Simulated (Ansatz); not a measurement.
I:

```
I
1.0
     0.00000    2.36560    3.90984
     2.19225    0.00000    3.90984
     2.19225    2.36560    0.00000
I
1
Direct
  0.00000 0.00000 0.00000
```

- Program: Ansatz 0.2.0
- Task: relaxation of cell and atoms
- Functional: RPBE
- Potentials or basis: all-electron LAPW, scalar-relativistic
- Basis error allowed: 0.001 eV/atom
- k mesh: 9 × 9 × 9
- Occupations: fermi-dirac, width 0.05 eV
- Spin: no spin polarisation

At the start: volume 40.55 Å³/atom.

**Question.** How do energy, volume and symmetry change on relaxing?

**Answer.** Over 14 steps the energy falls by 78.3 meV/atom and the volume is 61.57 Å³/atom (+51.8 %); space group Fmmm (No. 69, to 0.05 Å).

Step by step:
| step | energy change (eV) | largest force (eV/Å) | volume (Å³) |
| --- | --- | --- | --- |
| 1 | 0.0000 | 0.0000 | 40.55 |
| 2 | -0.0274 | 0.0000 | 43.58 |
| 3 | -0.0442 | 0.0000 | 46.08 |
| 4 | -0.0565 | 0.0000 | 48.12 |
| 5 | -0.0653 | 0.0000 | 50.27 |
| 6 | -0.0711 | 0.0000 | 52.33 |
| 7 | -0.0747 | 0.0000 | 54.37 |
| 8 | -0.0768 | 0.0000 | 56.41 |
| 9 | -0.0778 | 0.0000 | 58.44 |
| 10 | -0.0780 | 0.0000 | 59.75 |
| 11 | -0.0781 | 0.0000 | 60.49 |
| 12 | -0.0782 | 0.0000 | 61.15 |
| 13 | -0.0783 | 0.0000 | 61.57 |
| 14 | -0.0783 | 0.0000 | 61.57 |

Final structure:
```
I
1.0
     0.00000    2.30727    5.71862
     2.33322    0.00000    5.71862
     2.33322    2.30727    0.00000
I
1
Direct
  0.00000 0.00000 0.00000
```

Caveat: the volume moved by over 15 % at a fixed basis, so the end points are rough; an odd number of electrons without spin polarisation forces a metal; a magnetic or distorted state may lie lower.
